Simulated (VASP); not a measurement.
Si2Mo, 3 atoms in the cell. The structure is tetragonal, space group I4/mmm (No. 139). The conventional cell has a = 3.179 Å, b = 3.179 Å, c = 7.796 Å, α = 90.00°, β = 90.00°, γ = 90.00°. Si (site symmetry 4mm) has 5 Si at 2.58 to 2.61 Å and 5 Mo at 2.59 to 2.61 Å as nearest neighbours. Mo (site symmetry 4/mmm) has 10 Si at 2.59 to 2.61 Å as nearest neighbours.  The cell isn't the ideal one: relaxed again under DFT PBE+D3(BJ), scalar-relativistic, plane waves, PAW.

| Property | Result |
| --- | --- |
| Program | VASP 6.6.1 |
| Task | single point |
| Functional | PBE |
| Dispersion | D3(BJ) |
| Potentials or basis | VASP PAW PBE potentials, release 64 (Si, Mo_sv) |
| Cutoff | 520 eV |
| k mesh | 18 × 18 × 18 |
| Occupations | gaussian, width 0.1 eV |
| Spin | no spin polarisation |
| Dipole correction | no |
| Further INCAR settings | ALGO = Fast; EDIFF = 1e-06; NBANDS = 18 |

Potentials or basis: VASP PAW PBE potentials, release 64 (Si, Mo_sv).

Run with:

```sh
$ cat potpaw_PBE.64/Si/POTCAR potpaw_PBE.64/Mo_sv/POTCAR > POTCAR
$ mpirun -np 1 vasp_std > vasp.out
```

Hardware: 1 thread of AMD EPYC 7R43 64-Core Processor (Zen 3), with other jobs on the host.

Problem. How long does it take, and how much memory?

Solution. Wall time 7.9 min on 1 thread of AMD EPYC 7R43 64-Core Processor (Zen 3), on a shared host, peak memory 0.42 GiB. Counts: scf iterations 14, k points 480.
